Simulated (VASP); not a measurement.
Here is the system:

```xyz
5
Lattice="4.1358 0.0000 0.0000 0.0000 4.1358 0.0000 0.0000 0.0000 4.1358" Properties=species:S:1:pos:R:3 pbc="T T T"
Ba     0.0000     0.0000     0.0000
Sn     2.0679     2.0679     2.0679
O      2.0679     0.0000     2.0679
O      0.0000     2.0679     2.0679
O      2.0679     2.0679     0.0000
```

These are PBEsol GGA, VASP's PBE PAW potentials (set 64) (plane waves; VASP) values and carry that method's errors. Numerical set-up: 520 eV cut-off, 6×6×6 Γ-centred mesh, Gaussian smearing of 0.050 eV, potentials Ba_sv Sn_d O.

Unless said otherwise, spin-orbit coupling is left out, though it shifts the bands of the heavy elements here.

Question: Estimate the energy per atom (σ→0), band gap (on the k-mesh) with the smallest direct gap where there is one.

Answer: 
| Item | Value |
|---|---|
| band gap (on the k-mesh) | 0.69 eV |
| smallest direct gap (on the k-mesh) | 1.21 eV |
| energy per atom (σ→0) | -6.670 eV/atom |

The absolute energy has meaning only against runs of the same code, potentials and settings.

The compound is BaSnO3 in the cubic perovskite structure. It was relaxed first.
